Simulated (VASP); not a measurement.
BAs:

```
As B
1.0
     0.00000    2.38850    2.38850
     2.38850    0.00000    2.38850
     2.38850    2.38850    0.00000
As B
1 1
Direct
  0.75000 0.75000 0.75000
  0.00000 0.00000 0.00000
```

Base run:

```yaml
Program: VASP 6.6.1
Functional: HSE03
Potentials_or_basis: VASP PAW PBE potentials, release 64 (As, B)
Cutoff: 520 eV
k_mesh: 6 × 6 × 6
Occupations: gaussian, width 0.02 eV
Spin: no spin polarisation
```

Its results: band gap on the k mesh 1.78 eV, indirect (least direct gap 3.94 eV); pressure -0.2 GPa.

**Question.** The run is repeated on the same cell with these changes: functional from HSE03 to PBE0. What comes out?

**Answer.** Band gap on the k mesh 2.62 eV, indirect (least direct gap 4.79 eV); pressure -0.7 GPa.

Caveats: the PAW data sets were made with another functional, which shifts forces and pressure a little; the mesh misses the band edges, which the band path finds closer together.
